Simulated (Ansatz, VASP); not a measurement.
One calculation of Al, two programs

```
CELL_PARAMETERS angstrom
0.00000 3.07914 3.07914
3.07914 0.00000 3.07914
3.07914 3.07914 0.00000
ATOMIC_POSITIONS crystal
Al 0.12500 0.12500 0.12500
Al 0.87500 0.87500 0.87500
```

Alike in both runs: functional BLYP; k mesh 10 × 10 × 10; occupations fermi-dirac, width 0.1 eV; no spin polarisation.

Ansatz relaxed the structure, and its values are those at the end. VASP's run is a single point on that final structure, the one shown.

|  | VASP | Ansatz |
| --- | --- | --- |
| version | VASP 6.6.1 | Ansatz 0.2.0 |
| potentials or method | VASP PAW PBE potentials, release 64 (Al) | plane waves (420 eV) with PAW, scalar-relativistic |
| plane-wave cutoff (eV) | 520 | 420 |
| valence electrons in the cell | 6 | 6 |

|  | VASP | Ansatz | Ansatz less VASP |
| --- | --- | --- | --- |
| pressure (GPa) | 0.1 | 0.0 | -0.05 |

The functional is the same, so the differences come from potentials, cutoffs and numerics.

Caveats: the PAW data sets were made with another functional, which shifts forces and pressure a little (VASP).
